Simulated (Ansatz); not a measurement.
# MoS2 monolayer (2H): from the cell to its phonons, part 3 of 3

How does MoS2 monolayer (2H) vibrate, and is this structure a minimum?

Ansatz 0.2.0; DFT PBEsol, scalar-relativistic, plane waves, PAW; PAW set soft_1.

So far. Step 3 (Relaxing to small forces for the phonons): The largest force component left is 0.033 meV/Å, within the tolerances set. Step 4 (Zone-centre response): Before it was imposed, the acoustic sum rule was missed by 5.2e-5 eV/Å² and the charge sum rule by 0.0013 e. Small misses are needed for a sound result but don't prove that mesh and cutoff are converged. The lowest optical mode is real, 286 cm⁻¹.

**5. The dispersion**

Stability and thermal properties need the whole zone. Linear response on a 6×6×1 q mesh gives force constants as far as a supercell of that size would, and the tensors from the zone-centre run are typed in so that the long-range dipole term is interpolated apart.

File input.yaml:

```yaml
crystal:
  lattice:
    - [3.1406011151, 0.0, 0.0]
    - [-1.5703005576, 2.7198403489, 0.0]
    - [0.0, 0.0, 30.0]
  atoms:
    - { symbol: Mo, position: [0.3333333333, 0.6666666667, 0.3333333333] }
    - { symbol: S, position: [0.6666666667, 0.3333333333, 0.3852806503] }
    - { symbol: S, position: [0.6666666667, 0.3333333333, 0.2813860164] }
  periodic: [true, true, false]
kpoints:
  mp_grid: { grid: [12, 12, 1] }
hamiltonian:
  xc: pbesol
  pseudopotentials: { kind: paw, azcp: { folder: soft_1 }, xc_functional: pbe }
scf:
  occupations: { method: fixed }
output:
  eigenvalues: true
phonons:
  method: dfpt
  qmesh: [6, 6, 1]
  temperatures: { t_max: 1000, t_step: 50 }
  qpath:
    path:
      - [0.0, 0.0, 0.0]
      - [0.5, 0.0, 0.0]
      - [0.33333333, 0.33333333, 0.0]
      - [0.0, 0.0, 0.0]
    npoints: 10
  isolated: true
  non_analytic_term:
    high_frequency_dielectric_tensor: [[3.8332, 0.0, 0.0], [0.0, 3.8332, 0.0], [0.0, 0.0, 1.1701]]
    born_effective_charges:
      - { species: Mo, tensor: [[-1.1311, 0.0, 0.0], [0.0, -1.1311, 0.0], [0.0, 0.0, -0.0808]] }
      - { species: S, tensor: [[0.5655, 0.0, 0.0], [0.0, 0.5655, 0.0], [0.0, 0.0, 0.0404]] }
      - { species: S, tensor: [[0.5655, 0.0, 0.0], [0.0, 0.5655, 0.0], [0.0, 0.0, 0.0404]] }
    source: "zone-centre run at this cell"
```

Started as:

```sh
> ansatz run input.yaml --threads 8 --pin off --max-ram 16384MiB --backend cpu --events-out ev --progress --plain --runs-dir out
```

Numbers of over 12 decimals in the logs are rounded to 6 here.

Output:

```text
Warning: phonons: the dynamical matrix that this run interpolates holds no multipole term above the dipole-dipole one, and a site of this crystal is no centre of inversion, so its interpolated transverse optical and acoustic branches and sound speeds can stay off near Gamma, and the density of states and the thermodynamics with them. What a run solves at a wave vector of phonons.qpoints, Gamma apart, where the deck admits one, is free of this, and under fd what a larger phonons.supercell samples
[...]
Crystal: 3 atoms, lattice volume = 256.258 Å³
Basis set: ecut = 420 eV, 4961 PW (Γ), exchange–correlation on 48×48×432 points (8 copies of the dense FFT grid, shifted against one another)
Bands: 17, of which v1, the nominal top of the filled ones, is band 13 counted from 1 (12 counted from 0)
Symmetry: 12 space group operations
k-points: 19 of 144 (time reversal used)
[...]
SCF iter   1: F=—  HF=-6671.600524 eV  |F-HF|=—  |Δ(HF+E_count)|=         —  Δρ=3.93e-2  dr2=5.77e0  ethr=3.10e-3  ⟨swp⟩=7.8  Hψ=2362  notcnv=0  defer=30
[...]
SCF iter  12: F=-6670.174277 eV  HF=-6670.174277 eV  |F-HF|=3.64e-12  |Δ(HF+E_count)|=  2.82e-11  Δρ=1.39e-8  dr2=7.04e-13  ethr=1.00e-12  ⟨swp⟩=19.9  Hψ=3695  notcnv=0
SCF 1 converged in 12 iterations: F = -6670.174277 eV  dr2 = 7.04e-13
[...]
NSCF: frozen V_eff on 19 k-points
[...]
DFPT response loops at q = (0, 0, 0) (fractional): preconditioner auto → none (the input reference at scf.mixing.eps_inf says where Resta's filter doesn't serve); β = 0.50; Broyden in place of MSR1
[...]
SCF converged after 12 iterations
Free energy (F): -6670.174277 eV
[...]
Internal energy: -6670.174277 eV  (E = F + TS)
E sigma→0 (E₀):  -6670.174277 eV
Fermi energy:    -5.968624 eV
[...]
--- Band table (eV; the first three rows and the last of 19) ---
  k-point 0: bands = [... 9 lower, -7.8155, -7.4266, -7.4266, -6.0406, -3.0716, -3.0716, -2.7952, -2.7952]
  k-point 1: bands = [... 9 lower, -8.2923, -7.5995, -7.1148, -6.0836, -3.2190, -3.1071, -2.9207, -2.8820]
  k-point 2: bands = [... 9 lower, -8.1506, -8.0049, -7.0302, -6.3012, -3.6041, -3.2856, -3.2095, -2.4509]
  k-point 18: bands = [... 9 lower, -9.5309, -8.9136, -8.1442, -5.9686, -4.1622, -2.9125, -2.2536, -0.8395]
--- Phonons (Γ-DFPT): 4 representative perturbations + reference (Σ response iterations 20) ---
  ASR residual: 1.976e-5 → 0.000e0 eV/Å²; symmetrization residual: 4.653e-6 eV/Å²
  ASR residual per site (eV/Å²): 1.56e-5 1.98e-5 1.98e-5
  Γ frequencies (cm⁻¹): 0.00 0.00 0.00 285.72 285.72 386.51 386.51 406.71 472.24
--- Phonons (arbitrary-q DFPT): 7 irreducible q on the 6×6×1 mesh ---
  q = [0.0000, 0.0000, 0.0000] (star 1, of the zone-centre solve; hermiticity 2.95e-7, symmetrization 1.70e-11): -0.00 0.00 0.00 285.72 285.72 386.51 386.51 406.71 472.24
  q = [0.0000, 0.1667, 0.0000] (star 6, 6 solved perturbations on 78 of 144 k-point pairs; hermiticity 3.86e-7, symmetrization 7.46e-11): 45.75 81.28 129.72 292.33 308.00 372.17 383.15 410.49 450.09
[...]
q = [0.1667, 0.1667, 0.0000] (star 6, 4 solved perturbations in 444 linear systems a pass and spin channel, the states on 144 of 144 k-point pairs; hermiticity 3.45e-7, symmetrization 8.17e-11): 105.22 141.96 187.99 303.81 328.83 353.39 380.28 409.73 416.38
[...]
sum rule: each row above includes the acoustic sum rule's correction from the zone centre's row sums; it moved no ω² by more than (0.41 cm⁻¹)²
  mesh force constants: q→R imaginary residual 7.64e-19; ASR residual 1.976e-5 → 0.000e0 eV/Å²; symmetrization residual 1.066e-14 eV/Å²
  interpolated dispersion: 31 rows × 9 modes
  density of states and harmonic sums: on the 24×24×1 q-mesh, interpolated from the force constants of a 6×6×1 supercell (with the dipole–dipole term of supplied tensors)
  largest difference from the sums on the solved wave vectors: F 2.60e-2 eV, S 3.27e-5 and C_V 6.73e-6 eV/K
  zero-point energy: 0.164064 eV/cell   skipped modes (ω ≤ 0): 3   left out of the sums: 5.79e-4 of the cell's modes: C_V's classical limit lies that fraction below 3 k_B per atom; for a crystal, a wire or a layer, F and S can be off by more, and a phonons.interpolated_qmesh denser along its periods is the remedy for the sampling
```

Elapsed: 6.5 min, on 8 threads of Arm Neoverse N1, shared host; peak memory 1.8 GiB.

Numbers from this step:

```yaml
sum_rule_residual_before_enforcement: 1.98e-5 eV/Å²
lowest_frequency_on_the_path: 0 cm⁻¹
highest_frequency_on_the_path_or_at_a_solved_wavevector: 472.2 cm⁻¹
mean_frequency: 294.1 cm⁻¹
lowest_mode_on_the_q_mesh_acoustic_modes_at_gamma_apart: 45.75 cm⁻¹
zero_point_energy_per_atom: 54.69 meV
heat_capacity_at_300_k: 20.86 J/(mol atoms K)
vibrational_entropy_at_300_k: 21.26 J/(mol atoms K)
edges_of_the_widest_gap_between_branches_on_path_and_mesh: 235.9, 285.7 cm⁻¹
```

Frequencies (cm⁻¹) solved at each irreducible wavevector; negative means imaginary. Frequencies by wavevector, by row:

| q in reciprocal lattice units | star | mode 1 | mode 2 | mode 3 | mode 4 | mode 5 | mode 6 | mode 7 | mode 8 | mode 9 |
| --- | --- | --- | --- | --- | --- | --- | --- | --- | --- | --- |
| 0 0 0 | 1 | 0 | 0 | 0 | 285.7 | 285.7 | 386.5 | 386.5 | 406.7 | 472.2 |
| 0 0.1667 0 | 6 | 45.8 | 81.3 | 129.7 | 292.3 | 308 | 372.2 | 383.1 | 410.5 | 450.1 |
| 0 0.3333 0 | 6 | 128.8 | 137.9 | 213.7 | 302.6 | 335 | 353.4 | 373.6 | 405.2 | 411.6 |
| 0 -0.5 0 | 3 | 156.5 | 171.9 | 235.9 | 307 | 334.4 | 353.6 | 368.1 | 388.6 | 409.7 |
| 0.1667 0.1667 0 | 6 | 105.2 | 142 | 188 | 303.8 | 328.8 | 353.4 | 380.3 | 409.7 | 416.4 |
| 0.1667 0.3333 0 | 12 | 164 | 179 | 220.9 | 317.8 | 333.9 | 346.6 | 376.6 | 386 | 404 |
| 0.3333 0.3333 0 | 2 | 179.8 | 186.1 | 235.1 | 323.7 | 336.2 | 336.4 | 376.7 | 383.5 | 395.7 |

Interpolated from a 6×6×1 q mesh, with the LO-TO term (at Γ the limit along the path; where Γ stands inside the path, tables give the limit on arrival). Phonon branches along the path, in cm⁻¹:

| point | branch 1 | branch 2 | branch 3 | branch 4 | branch 5 | branch 6 | branch 7 | branch 8 | branch 9 |
| --- | --- | --- | --- | --- | --- | --- | --- | --- | --- |
| Γ | 0 | 0 | 0 | 286 | 286 | 386 | 386 | 407 | 472 |
| halfway | 88 | 114 | 180 | 298 | 324 | 360 | 379 | 412 | 428 |
| M | 156 | 172 | 236 | 307 | 334 | 354 | 368 | 389 | 410 |
| halfway | 174 | 182 | 226 | 321 | 330 | 346 | 377 | 384 | 403 |
| K | 180 | 186 | 235 | 324 | 336 | 336 | 377 | 384 | 396 |
| halfway | 105 | 142 | 188 | 304 | 329 | 353 | 380 | 410 | 416 |
| Γ | 0 | 0 | 0 | 286 | 286 | 386 | 386 | 407 | 472 |

The phonon branches as a text plot (rows in cm⁻¹):

```
    462 |*******                                           ******
    443 |       **                                    *****
    423 |         ****                              **
    403 |********************************************************
    384 |*************  *****************************************
    364 |       ******************                    *****
    344 |             ********************************
    325 |         ****      *****************************
    305 |   **********************                ***********
    285 |*********                                       ********
    266 |
    246 |
    226 |             *************************
    207 |           **                         *****
    187 |         **               ***************  **
    167 |                 ************       **   **  ***
    148 |       **    ********                 ***  **
    128 |     **    ****                          **     **
    108 |         ****                              *****
     89 |   **  ****                                     ****
     69 |     ****                                    ***  **
     49 | ****                                           **  ***
     30 | **  **                                           *****
     10 |*****                                               ****
         Γ                   M           K                      Γ
```

Tetrahedra on a 24×24×1 mesh, mean over bins of 5 cm-1. Interpolated from a 6×6×1 q mesh. Table of phonon density of states by wavenumber; read off at these points:

| wavenumber (cm⁻¹) | phonon density of states (1/cm⁻¹/cell) |
| --- | --- |
| 2 | 0.00194 |
| 18 | 0.00266 |
| 28 | 0.00327 |
| 42 | 0.00424 |
| 52 | 0.00478 |
| 68 | 0.00585 |
| 78 | 0.00664 |
| 92 | 0.00798 |
| 102 | 0.00898 |
| 118 | 0.0111 |
| 128 | 0.0130 |
| 142 | 0.0175 |
| 152 | 0.0236 |
| 168 | 0.0317 |
| 182 | 0.0172 |
| 192 | 0.00583 |
| 208 | 0.0106 |
| 218 | 0.0172 |
| 232 | 0.0214 |
| 242 | 0 |
| 258 | 0 |
| 268 | 0 |
| 282 | 0 |
| 292 | 0.0214 |
| 308 | 0.0485 |
| 322 | 0.0369 |
| 332 | 0.0876 |
| 348 | 0.0445 |
| 352 | 0.0638 |
| 358 | 0.0171 |
| 372 | 0.0505 |
| 378 | 0.101 |
| 382 | 0.0829 |
| 398 | 0.0320 |
| 408 | 0.0912 |
| 422 | 0.00686 |
| 432 | 0.00599 |
| 448 | 0.00516 |
| 458 | 0.00472 |
| 472 | 0.00153 |

The partial phonon density of states has structure finer than the step of the table below, so its rows give means over 20 cm⁻¹, whole bins alone (the curve runs from -10 to 496 cm⁻¹). Peaks (cm⁻¹: height): Mo 171.5: 0.0225, 225.7: 0.0177, 378.6: 0.0371, 410.4: 0.0200; S 171.5: 0.0143, 305.3: 0.0408, 334.0: 0.0725, 349.9: 0.0493, 378.6: 0.0511, 410.4: 0.0639.

Phonopy on the run's constants, 21x21x1 mesh, Gaussian sigma 3.6 cm-1. Interpolated from a 6×6×1 q mesh. Partial phonon density of states against wavenumber; means over each step; values in 1/cm⁻¹/cell:

| wavenumber (cm⁻¹) | Mo | S |
| --- | --- | --- |
| 0 | 7.4e-4 | 5.1e-4 |
| 20 | 0.00165 | 0.00118 |
| 40 | 0.00254 | 0.00186 |
| 60 | 0.00297 | 0.00222 |
| 80 | 0.00383 | 0.00289 |
| 100 | 0.00518 | 0.00389 |
| 120 | 0.00639 | 0.00480 |
| 140 | 0.00947 | 0.00697 |
| 160 | 0.0170 | 0.0117 |
| 180 | 0.0175 | 0.00946 |
| 200 | 0.00665 | 0.00307 |
| 220 | 0.0134 | 0.00729 |
| 240 | 0.00455 | 0.00231 |
| 260 | 3.0e-7 | 0 |
| 280 | 5.2e-6 | 0.00430 |
| 300 | 1.5e-4 | 0.0311 |
| 320 | 4.0e-4 | 0.0343 |
| 340 | 6.6e-4 | 0.0495 |
| 360 | 0.00427 | 0.0251 |
| 380 | 0.0274 | 0.0391 |
| 400 | 0.0140 | 0.0345 |
| 420 | 0.00692 | 0.0178 |
| 440 | 0.00229 | 0.00320 |
| 460 | 0.00181 | 0.00263 |
| 480 | 2.6e-4 | 3.8e-4 |

Harmonic thermodynamic functions per atom, from the density of states. Interpolated from a 6×6×1 q mesh. Thermodynamic functions, by row:

| T (K) | F_vib (meV/atom) | S (J/mol-atom/K) | C_V (J/mol-atom/K) |
| --- | --- | --- | --- |
| 0 | 54.69 | 0 | 0 |
| 100 | 52.9 | 4.733 | 8.094 |
| 200 | 43.48 | 13.5 | 17.11 |
| 300 | 25.33 | 21.26 | 20.86 |
| 400 | -0.06 | 27.51 | 22.5 |
| 500 | -31.31 | 32.63 | 23.33 |
| 600 | -67.42 | 36.93 | 23.8 |
| 700 | -107.7 | 40.62 | 24.09 |
| 800 | -151.5 | 43.85 | 24.28 |
| 900 | -198.4 | 46.72 | 24.42 |
| 1000 | -248.2 | 49.3 | 24.51 |

Symmetry leaves 7 wavevectors to solve. The lowest mode among them, the acoustic zeros apart, lies at q = (0, 0.167, 0) and is real, 45.8 cm⁻¹.

**6. Isotope substitution, element Mo, natural mass 95.95 amu**

An isotope changes the mass and not the force constants, so no new electronic calculation is needed; the shifts show which modes move this element.

The same force constants with the mass of Mo changed from 95.950 to 99.907 u (phonopy, no LO-TO term). Both lists are sorted by frequency; levels can cross, so a row need not hold one and the same mode. Modes under 3 cm⁻¹ are left out. Isotope shifts, by row:

| q | rank | natural mass (cm⁻¹) | changed mass (cm⁻¹) |
| --- | --- | --- | --- |
| 0 0 0 | 4 | 285.7 | 285.7 |
| 0 0 0 | 5 | 285.7 | 285.7 |
| 0 0 0 | 6 | 386.5 | 383.4 |
| 0 0 0 | 7 | 386.5 | 383.4 |
| 0 0 0 | 8 | 406.7 | 406.7 |
| 0 0 0 | 9 | 472.2 | 468.5 |
| 0 0.1667 0 | 1 | 45.75 | 45.23 |
| 0 0.1667 0 | 2 | 81.28 | 80.32 |
| 0 0.1667 0 | 3 | 129.7 | 128.1 |
| 0 0.1667 0 | 4 | 292.3 | 292.3 |
| 0 0.1667 0 | 5 | 308 | 307.8 |
| 0 0.1667 0 | 6 | 372.2 | 370.6 |
| 0 0.1667 0 | 7 | 383.1 | 380 |
| 0 0.1667 0 | 8 | 410.5 | 409.1 |
| 0 0.1667 0 | 9 | 450.1 | 446.4 |
| 0 0.3333 0 | 1 | 128.8 | 127.3 |
| 0 0.3333 0 | 2 | 137.9 | 136.3 |
| 0 0.3333 0 | 3 | 213.7 | 210.7 |
| 0 0.3333 0 | 4 | 302.6 | 302.6 |
| 0 0.3333 0 | 5 | 335 | 334.9 |
| 0 0.3333 0 | 6 | 353.4 | 353.1 |
| 0 0.3333 0 | 7 | 373.6 | 370.4 |
| 0 0.3333 0 | 8 | 405.2 | 401.8 |
| 0 0.3333 0 | 9 | 411.6 | 409.6 |
| 0 -0.5 0 | 1 | 156.5 | 154.7 |
| 0 -0.5 0 | 2 | 171.9 | 169.8 |
| 0 -0.5 0 | 3 | 235.9 | 232.4 |
| 0 -0.5 0 | 4 | 307 | 307 |
| 0 -0.5 0 | 5 | 334.4 | 334.4 |
| 0 -0.5 0 | 6 | 353.6 | 353.5 |
| 0 -0.5 0 | 7 | 368.1 | 364.9 |
| 0 -0.5 0 | 8 | 388.6 | 385.6 |
| 0 -0.5 0 | 9 | 409.7 | 407.7 |

A mode of this element alone would shift by -2.00 %. The highest zone-centre frequency without the field goes from 472.2 to 468.5 cm⁻¹ (-0.8 %). The product of the frequency ratios over all optical modes at Γ is 0.976; the product rule, (m/m′)^(3k/2) (M′/M)^(3/2) with k = 1 such atoms and M the mass of the cell, gives 0.976.

**7. Another isotope, element S, natural mass 32.06 amu**

The same for S, from 32.06 to 33.97 u.

A mode of this element alone would shift by -2.85 %. The highest zone-centre frequency without the field goes from 472.2 to 464.2 cm⁻¹ (-1.7 %). The product of the frequency ratios over all optical modes at Γ is 0.871; the product rule, (m/m′)^(3k/2) (M′/M)^(3/2) with k = 2 such atoms and M the mass of the cell, gives 0.871.

**8. Outcome**

```json
{
  "space group after relaxation (within 0.01 Å)": "P-6m2",
  "area per atom": "2.85 Å²",
  "gap on the k-mesh": "1.81 eV",
  "highest optical mode at the zone centre (no LO-TO term)": "472 cm⁻¹",
  "lowest optical zone-centre mode": "286 cm⁻¹",
  "largest Born charge (third of the trace)": "-0.781 e",
  "lowest mode on the q mesh (acoustic modes at Γ apart)": "45.8 cm⁻¹",
  "highest frequency on the path or at a solved wavevector": "472 cm⁻¹",
  "zero-point energy per atom": "54.7 meV",
  "heat capacity at 300 K": "20.9 J/(mol atoms K)",
  "vibrational entropy at 300 K": "21.3 J/(mol atoms K)",
  "imaginary modes on the 6×6×1 q mesh": "none"
}
```

In words: The structure is a minimum as far as tested: no mode is imaginary at the 7 irreducible wavevectors of the 6×6×1 mesh, and the softest away from the acoustic zeros lies at 46 cm⁻¹. Without the field, the optical modes at Γ span 286 to 472 cm⁻¹. The strongest infrared line is at 386 cm⁻¹. Averaged over orientations, the strongest Raman line at 532 nm and 300 K is at 386 cm⁻¹. The tensors are the static, non-resonant ones, while 532 nm light (2.33 eV) lies above the computed gap. On the path and the mesh, the widest gap between branches runs from 236 to 286 cm⁻¹. In a sheet or slab the interpolated bending branch near Γ is rough, since the rotational sum rule isn't imposed. Dielectric tensors refer to the cell with its vacuum. The program warns that the interpolation holds no quadrupole term, so branches close to Γ can be off in this crystal. The PAW files were made for PBE and serve the other functionals too. The starting cell was built on a prototype and not taken from a measurement. These are harmonic frequencies at zero temperature: anharmonic shifts, linewidths and thermal expansion are left out.

[Logs are printed without paths, hosts, clocks, repeated set-up lines and the standing remarks that a program may print on its own settings, such as how far it seeks lower states.]

[Hosts, paths, dates, database ids (printed as entryN), source tags and the programs' standing remarks are cut or masked in the printed files.]
